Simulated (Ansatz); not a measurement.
Rigid (001) slab of C, space group Fmmm (No. 69):

```
CELL_PARAMETERS angstrom
2.46554 0.00000 0.00000
-1.23277 2.13415 0.00000
0.00000 0.00000 30.59797
ATOMIC_POSITIONS crystal
C 0.08331 0.16662 0.27780
C 0.41669 0.83338 0.27780
C 0.58331 0.16662 0.38890
C 0.91669 0.83338 0.38890
C 0.08331 0.16662 0.50000
C 0.41669 0.83338 0.50000
C 0.58331 0.16662 0.61110
C 0.91669 0.83338 0.61110
C 0.08331 0.16662 0.72220
C 0.41669 0.83338 0.72220
```

Level of theory: DFT PBE+D3(BJ), scalar-relativistic, plane waves, PAW (Ansatz 0.2.0). Settings: cutoff 420 eV, Γ-centred mesh 12×12×1 on the computed 11-atom cell, Gaussian smearing of 0.10 eV; no spin polarisation. A dipole correction removes the field between periodic images along c.

An adatom of O is held over the places (i/4, j/4) of the 1×1 surface cell, counted from the highest atom (C), and only its height relaxes; one adatom per 5.3 Å². This grid misses the threefold hollows of the hexagonal cell, which often bind best.

Task: What is the energy landscape, counted from the lowest point of this grid?

Result: Energies in eV:

```csv
i,j=0,j=1,j=2,j=3
0,1.03,0.00,1.00,0.00
1,0.00,0.00,0.30,0.30
2,1.01,1.84,1.00,0.30
3,0.00,1.84,1.84,0.00
```

Heights over the highest slab atom in Å:

```csv
i,j=0,j=1,j=2,j=3
0,1.50,1.29,1.38,1.29
1,1.29,1.29,1.36,1.36
2,1.38,1.44,1.38,1.36
3,1.29,1.44,1.44,1.29
```

Spin polarisation was left out, and a magnetic state may lie lower.

The reference crystal is a form of C, which isn't its usual structure.